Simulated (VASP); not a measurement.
A run of VASP 6.6.1 is set up as follows.

File POSCAR:

```
LiF
1.0
    0.0000000000      1.9983100000      1.9983100000
    1.9983100000      0.0000000000      1.9983100000
    1.9983100000      1.9983100000      0.0000000000
Li F
1 1
Direct
    0.0000000000      0.0000000000      0.0000000000
    0.5000000000      0.5000000000      0.5000000000
```

INCAR.step1

```
SYSTEM = LiF
PREC     = Accurate       ! precision mode
ENCUT    = 520            ! plane-wave cutoff, eV
EDIFF    = 1E-5           ! SCF threshold, eV
ISMEAR   = 0              ! smearing method
SIGMA    = 0.02           ! smearing width, eV
LREAL    = .FALSE.        ! projectors in reciprocal space
LASPH    = .TRUE.         ! aspherical terms in the spheres
NELM     = 60             ! most SCF steps
ALGO     = Normal         ! electronic algorithm
ISIF     = 2              ! what is computed and relaxed
LWAVE    = .TRUE.         ! write WAVECAR
NBANDS   = 12             ! bands
GGA      = PE             ! functional
```

The input INCAR.step2:

```
SYSTEM = LiF
PREC     = Accurate       ! precision mode
ENCUT    = 520            ! plane-wave cutoff, eV
EDIFF    = 1E-7           ! SCF threshold, eV
ISMEAR   = 0              ! smearing method
SIGMA    = 0.02           ! smearing width, eV
LREAL    = .FALSE.        ! projectors in reciprocal space
LASPH    = .TRUE.         ! aspherical terms in the spheres
NELM     = 60             ! most SCF steps
ALGO     = Normal         ! electronic algorithm
ISIF     = 2              ! what is computed and relaxed
LWAVE    = .FALSE.        ! write WAVECAR
LCHARG   = .TRUE.         ! write CHGCAR
GGA      = PE             ! functional
LHFCALC  = .TRUE.         ! exact exchange
HFSCREEN = 0.2            ! screening, 1/A
PRECFOCK = Fast         
LELF     = .TRUE.         ! ELF
LVHAR    = .TRUE.       
NBANDS   = 12             ! bands
ISTART   = 1
```

The input KPOINTS:

```
regular mesh
0
G
  8 8 8
  0 0 0
```

Potentials or basis: VASP PAW PBE potentials, release 64 (Li_sv, F).

Run with:

```sh
$ cat potpaw_PBE.64/Li_sv/POTCAR potpaw_PBE.64/F/POTCAR > POTCAR
$ cp INCAR.step1 INCAR
$ mpirun -np 1 vasp_std > vasp.out
$ cp INCAR.step2 INCAR
$ mpirun -np 1 vasp_std > vasp.out
```

(1) What does it give for the band gap on the k mesh?

## Answers

(1) 11.64 eV, direct.
